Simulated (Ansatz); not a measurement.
hcp against fcc along groups 8 to 10

Computed with DFT, r2SCAN, plane waves (500 eV) with PAW, scalar-relativistic in Ansatz 0.2.0. (PAW data from PBE, frozen cores regenerated.)

Each structure is relaxed within its symmetry, in the lowest magnetic state of the tried starts. Differences under about 8 meV lie within the error of the k-point mesh.

Real palladium is paramagnetic; a moment here is an artefact of the functional.

r²SCAN puts fcc cobalt below hcp, the structure of the real metal.

| element | E(hcp) − E(fcc) (meV/atom) | V(hcp) (Å³/atom) | V(fcc) (Å³/atom) | state of hcp | state of fcc |
| --- | --- | --- | --- | --- | --- |
| Fe | 64 | 12.23 | 12.19 | ferromagnetic | ferromagnetic |
| Ru | -126 | 13.49 | 13.57 | non-magnetic | spin not included |
| Os | -154 | 14.02 | 14.08 | spin not included | spin not included |
| Co | 29 | 10.65 | 10.85 | ferromagnetic | ferromagnetic |
| Rh | 47 | 13.77 | 13.72 | non-magnetic | non-magnetic |
| Ir | 94 | 14.27 | 14.21 | non-magnetic | non-magnetic |
| Pd | 32 | 15.04 | 14.98 | ferromagnetic | ferromagnetic |
| Pt | 65 | 15.42 | 15.30 | spin not included | spin not included |
